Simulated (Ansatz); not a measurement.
# Sb (diamond): energy against volume

Method: DFT, RPBE, plane waves (420 eV) with PAW, scalar-relativistic (Ansatz 0.2.0). (PAW data from PBE, frozen cores regenerated.)

The cell is scaled uniformly from the relaxed one, with fractional coordinates and shape fixed. Energies are extrapolated to zero smearing, pressures are those at the given smearing. Magnetic state: spin not included.

A Birch-Murnaghan fit gives V₀ = 44.37 Å³/atom, B₀ = 28 GPa, B₀′ = 3.9.

Q: What are the energy above the minimum and the pressure at 40.784 Å³/atom?

A: 29.5 meV/atom and 2.74 GPa as computed.

Q: What are the energy above the minimum and the pressure at 46.104 Å³/atom?

A: 5.6 meV/atom and -1.06 GPa as computed.

Q: What are the energy above the minimum and the pressure at 49.650 Å³/atom?

A: 46.3 meV/atom and -2.58 GPa as computed.
